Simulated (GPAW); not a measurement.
# NiO (Fm-3m) in GPAW: settings compared, part 2 of 2

GPAW 26.7.0. The steps go on from the part before.

## Step 5: Equation of state, vdW-DF2, collinear spin, ferromagnetic start

Contents of run.py:

```python
from ase.eos import EquationOfState
from ase.io import Trajectory, read
from ase.units import GPa
from gpaw import GPAW, PW

atoms = read('POSCAR')
atoms.set_initial_magnetic_moments([1.0, 0.0])

traj = Trajectory('eos.traj', 'w')
volumes, energies = [], []
for x in [0.94, 0.96, 0.98, 1.0, 1.02, 1.04, 1.06]:
    a = atoms.copy()
    a.set_cell(atoms.cell * x**(1 / 3), scale_atoms=True)
    calc = GPAW(mode=PW(800),
                xc={'name': 'vdW-DF2', 'backend': 'libvdwxc'},
                kpts={'size': (8, 8, 8), 'gamma': True},
                occupations={'name': 'fermi-dirac', 'width': 0.05},
                nbands=22,
                convergence={'density': 1e-05, 'energy': 1e-05},
                maxiter=150,
                txt=f'eos-{x:.2f}.txt')
    a.calc = calc
    energies.append(a.get_potential_energy(force_consistent=True))
    volumes.append(a.get_volume())
    calc.write(f'eos-{x:.2f}.gpw')
    traj.write(a)
    print(f'{x:.2f} {volumes[-1]:10.4f} A^3 {energies[-1]:14.6f} eV', flush=True)

v0, e0, B = EquationOfState(volumes, energies, eos='birchmurnaghan').fit()
print(f'V0 = {v0:.4f} A^3, E0 = {e0:.6f} eV, B0 = {B / GPa:.2f} GPa')
```

Contents of POSCAR:

```
NiO
1.0
    0.0000000000      2.0859016414      2.0859016414
    2.0859016414      0.0000000000      2.0859016414
    2.0859016414      2.0859016414      0.0000000000
Ni O
1 1
Direct
    0.0000000000      0.0000000000      0.0000000000
    0.5000000000      0.5000000000      0.5000000000
```

Potentials or basis: GPAW PAW data sets (gpaw-data 1.2.1), pw.

On the command line:

```console
$ OMP_NUM_THREADS=1 python run.py
```

The log of the run:

```text
__  _  _
 | _ |_)|_||  |
 |__||  | ||/\| - 26.7.0

Input parameters:
  mode=PW(ecut=800.0),
  convergence={'density': 1e-05, 'energy': 1e-05},
  kpts=MonkhorstPack(size=(8, 8, 8), gamma=True),
  maxiter=150,
  nbands=22,
  occupations=Occupations(name='fermi-dirac', width=0.05),
  xc=XC(name='vdW-DF2', backend='libvdwxc')

Diagonalizing LCAO Hamiltonian
Converting LCAO to pw mode

              O

       Ni

Atoms  # Å, Bohr magnetons
|   | symbol |        x |        y |        z |    initial magnetic moments |
|---|--------|----------|----------|----------|-----------------------------|
| 0 |     Ni | 0.000000 | 0.000000 | 0.000000 | ( 0.0000,  0.0000,  1.0000) |
| 1 |      O | 2.043320 | 2.043320 | 2.043320 | ( 0.0000,  0.0000,  0.0000) |

Unit cell  # Å
| periodic |        x |        y |        z |  lengths |    angles |
|----------|----------|----------|----------|----------|-----------|
|      yes | 0.000000 | 2.043320 | 2.043320 | 2.889691 | 60.000000 |
|      yes | 2.043320 | 0.000000 | 2.043320 | 2.889691 | 60.000000 |
|      yes | 2.043320 | 2.043320 | 0.000000 | 2.889691 | 60.000000 |

Number of symmetries: 48
Symmetry operations  # r_c * U_cc + t_c -> r_c
|    | kind |            matrix            |
|----|------|------------------------------|
|  0 |  σ   |  1, 0, 0,  1, 0,-1,  1,-1, 0 |
|  1 |  C2  |  1, 0, 0,  1,-1, 0,  1, 0,-1 |
|  2 |  E   |  1, 0, 0,  0, 1, 0,  0, 0, 1 |
[... 189 lines left out ...]
|iter:   6| |  -83.542589 | -3.34 | -2.09 |  +0.7854|
|iter:   7| |  -83.543435 | -5.45 | -2.54 |  +0.8106|
|iter:   8| |  -83.520819 | -2.20 | -2.55 |  +2.0334|
|iter:   9| |  -83.552552 | -2.42 | -1.86 |  +1.0403|
|iter:  10| |  -83.554242 | -4.34 | -2.67 |  +1.1763|
|iter:  11| |  -83.554205 | -5.27 | -2.96 |  +1.1654|
|iter:  12| |  -83.554255c| -5.67 | -3.54 |  +1.1950|
|iter:  13| |  -83.554252c| -6.08 | -3.80 |  +1.1761|
|iter:  14| |  -83.554266c| -6.56 | -3.96 |  +1.1874|
|iter:  15| |  -83.554265c| -7.50c| -4.40 |  +1.1836|
|iter:  16| |  -83.554266c| -8.64c| -4.95 |  +1.1844|
|iter:  17| |  -83.554266c| -9.23c| -6.03c|  +1.1843|

Converged in 17 steps
Energy contributions relative to reference atoms: (reference = -43408.850748)

Energy contributions:
  Kinetic:          43.897104
  Coulomb:         -37.048017
  Zero:              0.175249
  External:          0.000000
  Xc:              -90.572689
  Entropy:          -0.011825
  Spinorbit:         0.000000
  ----------------------------
  Free energy:     -83.560179
  Extrapolated:    -83.554266

dipole moment: (-8.135576, -8.135576, -8.135576)  # |e|*Ang

Total magnetic moment: (0.000000, 0.000000, 1.184345)

Local magnetic moments
|        x |        y |        z |
|----------|----------|----------|
| 0.000000 | 0.000000 | 1.014762 |  # Ni   0
| 0.000000 | 0.000000 | 0.123754 |  # O    1

Fermi level: 9.246
Eigenvalues  # (at kpt = [0.000, 0.000, 0.000])
| band index |      eig [eV] | occ [0-1] |      eig [eV] | occ [0-1] |
|------------|---------------|-----------|---------------|-----------|
|          0 |       -55.486 |     1.000 |       -54.285 |     1.000 |
|        ... |               |           |               |           |
|          4 |         5.634 |     1.000 |         5.901 |     1.000 |
|          5 |         5.634 |     1.000 |         5.901 |     1.000 |
|          6 |         5.634 |     1.000 |         5.901 |     1.000 |
|          7 |         6.429 |     1.000 |         6.964 |     1.000 |
|          8 |         6.429 |     1.000 |         6.964 |     1.000 |
|          9 |         6.494 |     1.000 |         6.964 |     1.000 |
[... 8 lines left out ...]
|         18 |        32.020 |     0.000 |        32.365 |     0.000 |
|         19 |        32.020 |     0.000 |        32.365 |     0.000 |
|        ... |               |           |               |           |
|         21 |        36.062 |     0.000 |        36.566 |     0.000 |

No gap
No difference between direct/indirect transitions
# Writing to eos-0.94.gpw (mode='')
```

eos-0.96.txt:

```text
SCF iterations
|iter     | |      energy | eigst |  dens |  magmom |
|---------|-|-------------|-------|-------|---------|
|iter:   1| |  -84.312024 | +0.15 |       |  +1.0004|
|iter:   2| |  -84.103034 | -2.29 | -1.05 |  +0.9914|
|iter:   3| |  -83.620584 | -1.96 | -1.09 |  +0.8534|
|iter:   4| |  -83.642767 | -2.60 | -1.63 |  +0.8231|
[... 50 lines left out ...]
|          8 |         6.064 |     1.000 |         6.684 |     1.000 |
|          9 |         6.185 |     1.000 |         6.684 |     1.000 |
[... 8 lines left out ...]
|         18 |        31.296 |     0.000 |        31.658 |     0.000 |
|         19 |        31.296 |     0.000 |        31.658 |     0.000 |
|        ... |               |           |               |           |
|         21 |        35.446 |     0.000 |        35.973 |     0.000 |

No gap
No difference between direct/indirect transitions
# Writing to eos-0.96.gpw (mode='')
```

It took 3.2 min on 1 thread of Intel Xeon Platinum 8488C (Sapphire Rapids), shared host; peak memory 0.36 GiB.

What came out:

- Equilibrium volume: 9.35 Å³/atom (rough: see the caveat)
- Bulk modulus: 1448 GPa (rough)

Energy against volume, from the lowest point:
| volume (Å³/atom) | energy (meV/atom) |
| --- | --- |
| 8.531 | 166.23 |
| 8.713 | 124.41 |
| 8.894 | 84.61 |
| 9.076 | 50.83 |
| 9.257 | 22.77 |
| 9.439 | 0.00 |
| 9.620 | 57.65 |

Caveat: the energies scatter about the fit; the fit is doubtful: noisy points or a state that changes with volume; the PAW data sets were made with another functional, which shifts forces and pressure a little.

## Step 6: How close it comes

Step 4. Measured gap of NiO: 4.3 eV (quoted in “Local correlations, non-local screening, multiplets, and band formation in NiO”, 2012, arxiv:1210.6675). This calculation gives 0.00 eV (-4.30 eV). So large a miss can be the level of theory's own, or it may mean another phase, state or a wrong row. The value is that of vdW-DF, without temperature or zero-point motion. The run's magnetic order (collinear spin, ferromagnetic start) needn't be the measured crystal's.
